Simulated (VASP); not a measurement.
# PbS (Galena) (Fm-3m) in VASP: further runs

The runs below take PbS (Galena) through band structure, with LDA, r2SCAN, TB-mBJ.

Everything below comes from runs of VASP 6.6.1. Logs are shortened: lines on timing, memory, paths and dates and some standing lists are left out, and cuts for length are marked.

### 1 The structure

The structure is cubic, space group Fm-3m (No. 225). The conventional cell has a = 5.931 Å, b = 5.931 Å, c = 5.931 Å, α = 90.00°, β = 90.00°, γ = 90.00°. Pb (site symmetry m-3m) is surrounded by 6 S at 2.97 Å. Around S (site symmetry m-3m) lie 6 Pb at 2.97 Å.

### 2 Band structure, LDA, spin-orbit coupling, no magnetisation

INCAR reads:

```
SYSTEM = PbS
PREC = Accurate
ENCUT = 520
EDIFF = 1E-6
ISMEAR = 0
SIGMA = 0.02
LREAL = .False.
LASPH = .True.
NELM = 80
ALGO = Normal
ISIF = 2
LWAVE = .False.
LCHARG = .False.
LNONCOLLINEAR = .True.
MAGMOM = 0 0 0 0 0 0
LORBIT = 11
LSORBIT = .True.
GGA_COMPAT = .False.
KPAR = 2
```

KPOINTS reads:

```
Automatic mesh
0
Gamma
  6 6 6
  0 0 0
```

POSCAR reads:

```
PbS
1.0
    0.0000000000      2.9657500000      2.9657500000
    2.9657500000      0.0000000000      2.9657500000
    2.9657500000      2.9657500000      0.0000000000
Pb S
1 1
Direct
    0.0000000000      0.0000000000      0.0000000000
    0.5000000000      0.5000000000      0.5000000000
```

KPOINTS_OPT reads:

```
path GXWKGLUWLK,UX
15
line-mode
reciprocal
 0.0000000000  0.0000000000  0.0000000000  G
 0.5000000000  0.0000000000  0.5000000000  X

 0.5000000000  0.0000000000  0.5000000000  X
 0.5000000000  0.2500000000  0.7500000000  W

 0.5000000000  0.2500000000  0.7500000000  W
 0.3750000000  0.3750000000  0.7500000000  K

 0.3750000000  0.3750000000  0.7500000000  K
 0.0000000000  0.0000000000  0.0000000000  G

 0.0000000000  0.0000000000  0.0000000000  G
 0.5000000000  0.5000000000  0.5000000000  L

 0.5000000000  0.5000000000  0.5000000000  L
 0.6250000000  0.2500000000  0.6250000000  U

 0.6250000000  0.2500000000  0.6250000000  U
 0.5000000000  0.2500000000  0.7500000000  W

 0.5000000000  0.2500000000  0.7500000000  W
 0.5000000000  0.5000000000  0.5000000000  L

 0.5000000000  0.5000000000  0.5000000000  L
 0.3750000000  0.3750000000  0.7500000000  K

 0.6250000000  0.2500000000  0.6250000000  U
 0.5000000000  0.0000000000  0.5000000000  X
```

Potentials or basis: VASP PAW LDA potentials, release 64 (Pb_d, S).

Started as:

```bash
cat potpaw_LDA.64/Pb_d/POTCAR potpaw_LDA.64/S/POTCAR > POTCAR
mpirun -np 2 vasp_ncl > vasp.out
```

OUTCAR:

```text
SYSTEM = PbS
   PREC = Accurate
   ENCUT = 520
   EDIFF = 1E-6
   ISMEAR = 0
   LREAL = .False.
   LASPH = .True.
   NELM = 80
   ISIF = 2
   LNONCOLLINEAR = .True.
   LORBIT = 11
   LSORBIT = .True.

 ion  position               nearest neighbor table
   1  0.000  0.000  0.000-   2 2.97   2 2.97   2 2.97   2 2.97   2 2.97   2 2.97
   2  0.500  0.500  0.500-   1 2.97   1 2.97   1 2.97   1 2.97   1 2.97   1 2.97

  LATTYP: Found a face centered cubic cell.
 ALAT       =     5.9315000000

  Lattice vectors:

 A1 = (   0.0000000000,   2.9657500000,   2.9657500000)
 A2 = (   2.9657500000,   0.0000000000,   2.9657500000)
 A3 = (   2.9657500000,   2.9657500000,   0.0000000000)

Analysis of symmetry for initial positions (statically):
=====================================================================
 Subroutine PRICEL returns:
 Original cell was already a primitive cell.

 Routine SETGRP: Setting up the symmetry group for a
 face centered cubic supercell.

 Subroutine GETGRP returns: Found 48 space group operations
 (whereof 48 operations were pure point group operations)
 out of a pool of 48 trial point group operations.

The static configuration has the point symmetry O_h .

Analysis of symmetry for dynamics (positions and initial velocities):
=====================================================================
 Subroutine PRICEL returns:
 Original cell was already a primitive cell.

 Routine SETGRP: Setting up the symmetry group for a
 face centered cubic supercell.

 Subroutine GETGRP returns: Found 48 space group operations
 (whereof 48 operations were pure point group operations)
 out of a pool of 48 trial point group operations.

The dynamic configuration has the point symmetry O_h .

Analysis of structural, dynamic, and magnetic symmetry:
=====================================================================
 Subroutine PRICEL returns:
 Original cell was already a primitive cell.

 Routine SETGRP: Setting up the symmetry group for a
 face centered cubic supercell.

 Subroutine GETGRP returns: Found 48 space group operations
 (whereof 48 operations were pure point group operations)
 out of a pool of 48 trial point group operations.

The overall configuration has the point symmetry O_h .

 Subroutine INISYM returns: Found 48 space group operations
 (whereof 48 operations are pure point group operations),
[... 651 lines left out ...]
  in kB      -31.9551917    -31.9551917    -31.9551917     -0.0000000     -0.0000000      0.0000000
  external PRESSURE =     -31.9551917 kB  Pullay stress =       0.0000000 kB

 VOLUME and BASIS-vectors are now :
 -----------------------------------------------------------------------------
  energy-cutoff  :      520.00
  volume of cell :       52.17
      direct lattice vectors                 reciprocal lattice vectors
     0.000000000  2.965750000  2.965750000    -0.168591419  0.168591419  0.168591419
     2.965750000  0.000000000  2.965750000     0.168591419 -0.168591419  0.168591419
     2.965750000  2.965750000  0.000000000     0.168591419  0.168591419 -0.168591419

 POSITION                                       TOTAL-FORCE (eV/Angst)
 -----------------------------------------------------------------------------------
      0.00000      0.00000      0.00000         0.000000     -0.000000      0.000000
      2.96575      2.96575      2.96575        -0.000000      0.000000     -0.000000
 -----------------------------------------------------------------------------------
    total drift:                                0.000000     -0.000000     -0.000000

  FREE ENERGIE OF THE ION-ELECTRON SYSTEM (eV)
  ---------------------------------------------------
  free  energy   TOTEN  =       -10.3818727749 eV

  energy  without entropy=      -10.3818727438  energy(sigma->0) =      -10.38187276

 Spin-Orbit-Coupling matrix elements

 Ion:    1  E_soc:     -0.8447444
 l=   1
     0.0000000    -0.0725696    -0.0725696
    -0.0725696     0.0000000    -0.0725696
    -0.0725696    -0.0725696     0.0000000
 l=   2
     0.0000000    -0.0137537     0.0000000    -0.0137537    -0.0544675
    -0.0137537     0.0000000    -0.0408506    -0.0137537    -0.0136169
     0.0000000    -0.0408506     0.0000000    -0.0408506     0.0000000
    -0.0137537    -0.0137537    -0.0408506     0.0000000    -0.0136169
    -0.0544675    -0.0136169     0.0000000    -0.0136169     0.0000000
 l=   3
     0.0000000     0.0000000     0.0000000     0.0000000     0.0000000     0.0000000     0.0000000
     0.0000000     0.0000000     0.0000000     0.0000000     0.0000000     0.0000000     0.0000000
     0.0000000     0.0000000     0.0000000     0.0000000     0.0000000     0.0000000     0.0000000
     0.0000000     0.0000000     0.0000000     0.0000000     0.0000000     0.0000000     0.0000000
     0.0000000     0.0000000     0.0000000     0.0000000     0.0000000     0.0000000     0.0000000
     0.0000000     0.0000000     0.0000000     0.0000000     0.0000000     0.0000000     0.0000000
     0.0000000     0.0000000     0.0000000     0.0000000     0.0000000     0.0000000     0.0000000

 Ion:    2  E_soc:     -0.0040681
 l=   1
     0.0000000    -0.0006780    -0.0006780
    -0.0006780     0.0000000    -0.0006780
    -0.0006780    -0.0006780     0.0000000
 l=   2
     0.0000000     0.0000000     0.0000000     0.0000000     0.0000000
     0.0000000     0.0000000     0.0000000     0.0000000     0.0000000
     0.0000000     0.0000000     0.0000000     0.0000000     0.0000000
     0.0000000     0.0000000     0.0000000     0.0000000     0.0000000
     0.0000000     0.0000000     0.0000000     0.0000000     0.0000000
 l=   3
     0.0000000     0.0000000     0.0000000     0.0000000     0.0000000     0.0000000     0.0000000
     0.0000000     0.0000000     0.0000000     0.0000000     0.0000000     0.0000000     0.0000000
     0.0000000     0.0000000     0.0000000     0.0000000     0.0000000     0.0000000     0.0000000
     0.0000000     0.0000000     0.0000000     0.0000000     0.0000000     0.0000000     0.0000000
     0.0000000     0.0000000     0.0000000     0.0000000     0.0000000     0.0000000     0.0000000
     0.0000000     0.0000000     0.0000000     0.0000000     0.0000000     0.0000000     0.0000000
     0.0000000     0.0000000     0.0000000     0.0000000     0.0000000     0.0000000     0.0000000

 total charge

# of ion       s       p       d       tot
------------------------------------------
    1        1.463   0.556   9.841  11.861
    2        1.359   2.293   0.000   3.652
--------------------------------------------------
tot          2.822   2.849   9.841  15.513

 magnetization (x)

# of ion       s       p       d       tot
------------------------------------------
    1        0.000   0.000   0.000   0.000
    2        0.000  -0.000   0.000   0.000
--------------------------------------------------
tot          0.000   0.000   0.000   0.000

 magnetization (y)

# of ion       s       p       d       tot
------------------------------------------
    1        0.000   0.000   0.000   0.000
    2       -0.000  -0.000   0.000  -0.000
--------------------------------------------------
tot         -0.000   0.000   0.000  -0.000

 magnetization (z)

# of ion       s       p       d       tot
------------------------------------------
    1        0.000   0.000   0.000   0.000
    2       -0.000   0.000   0.000  -0.000
--------------------------------------------------
tot          0.000   0.000   0.000   0.000
```

It took 85 s on 2 MPI ranks of AMD EPYC 9R45 (Zen 5), shared host; peak memory 0.26 GiB.

What came out:

```yaml
Free_energy: -10.3819 eV
Pressure: -3.2 GPa
Valence_electrons_inside_the_program's_atomic_spheres: Pb 11.86; S 3.65
```

### 3 Band structure, r2SCAN, spin-orbit coupling, no magnetisation

Changes to INCAR since step 2:

```diff
@@ -13,3 +13,2 @@
 LCHARG = .False.
-LNONCOLLINEAR = .True.
 MAGMOM = 0 0 0 0 0 0
@@ -18,2 +17,4 @@
 GGA_COMPAT = .False.
+METAGGA = R2SCAN
+LMIXTAU = .True.
 KPAR = 2
```

KPOINTS is that of step 2.

POSCAR is that of step 2.

KPOINTS_OPT is that of step 2.

Potentials or basis: VASP PAW PBE potentials, release 64 (Pb_d, S).

Started as:

```bash
cat potpaw_PBE.64/Pb_d/POTCAR potpaw_PBE.64/S/POTCAR > POTCAR
mpirun -np 2 vasp_ncl > vasp.out
```

Wall time 7.6 min (2 MPI ranks of AMD EPYC 9R45 (Zen 5), shared host); peak memory 0.36 GiB.

The run converged. Its results:

```yaml
Free_energy: -65.9641 eV
Pressure: 1.0 GPa
Valence_electrons_inside_the_program's_atomic_spheres: Pb 11.83; S 3.70
```

Caveat: the PAW data sets were made with another functional, which shifts forces and pressure a little.

### 4 Band structure, TB-mBJ, spin-orbit coupling, no magnetisation

POSCAR is that of step 3.

INCAR.step1 reads:

```
SYSTEM = PbS
PREC = Accurate
ENCUT = 520
EDIFF = 1E-5
ISMEAR = 0
SIGMA = 0.02
LREAL = .False.
LASPH = .True.
NELM = 80
ALGO = Normal
ISIF = 2
LWAVE = .True.
LCHARG = .False.
MAGMOM = 0 0 0 0 0 0
LORBIT = 11
LSORBIT = .True.
GGA_COMPAT = .False.
GGA = PE
KPAR = 2
```

INCAR.step2 reads:

```
SYSTEM = PbS
PREC = Accurate
ENCUT = 520
EDIFF = 1E-6
ISMEAR = 0
SIGMA = 0.02
LREAL = .False.
LASPH = .True.
NELM = 80
ALGO = Normal
ISIF = 2
LWAVE = .False.
LCHARG = .False.
MAGMOM = 0 0 0 0 0 0
LORBIT = 11
LSORBIT = .True.
GGA_COMPAT = .False.
METAGGA = MBJ
ISTART = 1
KPAR = 2
```

KPOINTS is that of step 3.

KPOINTS_OPT is that of step 3.

Started as:

```bash
cat potpaw_PBE.64/Pb_d/POTCAR potpaw_PBE.64/S/POTCAR > POTCAR
cp INCAR.step1 INCAR
mpirun -np 2 vasp_ncl > vasp.out
cp INCAR.step2 INCAR
mpirun -np 2 vasp_ncl > vasp.out
```

It took 4.1 min on 2 MPI ranks of AMD EPYC 9R45 (Zen 5), shared host; peak memory 0.35 GiB.

The run converged. Its results:

```
Valence electrons inside the program's atomic spheres : Pb 11.69; S 3.91
```

Caveat: the PAW data sets were made with another functional, which shifts forces and pressure a little.

### 5 The reference run

An earlier run on the cell as given: functional PBEsol; potentials or basis VASP PAW PBE potentials, release 64 (Pb_d, S); cutoff 520 eV; k mesh 8 × 8 × 8; occupations fermi-dirac, width 0.05 eV; no spin polarisation.

- Pressure: -0.9 GPa
- Band gap on the k mesh: 0.25 eV, direct

### 6 Summary

```tsv
task	level	potentials or basis	spin	k mesh	smearing	pressure (GPa)
band structure	LDA	VASP PAW LDA potentials, release 64 (Pb_d, S)	SOC, no magnetisation	6 × 6 × 6	gaussian 0.02 eV	-3.2
band structure	r2SCAN	VASP PAW PBE potentials, release 64 (Pb_d, S)	SOC, no magnetisation	6 × 6 × 6	gaussian 0.02 eV	1.0
band structure	TB-mBJ	VASP PAW PBE potentials, release 64 (Pb_d, S)	SOC, no magnetisation	6 × 6 × 6	gaussian 0.02 eV	-
single point	PBEsol	VASP PAW PBE potentials, release 64 (Pb_d, S)	off	8 × 8 × 8	fermi-dirac 0.05 eV	-0.9
```

Alike in all rows: cell as given; cutoff (eV) 520.

Caveats: the PAW data sets were made with another functional, which shifts forces and pressure a little (some runs); spin-orbit coupling is left out, which as a rule narrows the gap of such compounds by several tenths of an eV (some runs).

Absolute energies hang on the potentials; compare differences alone.
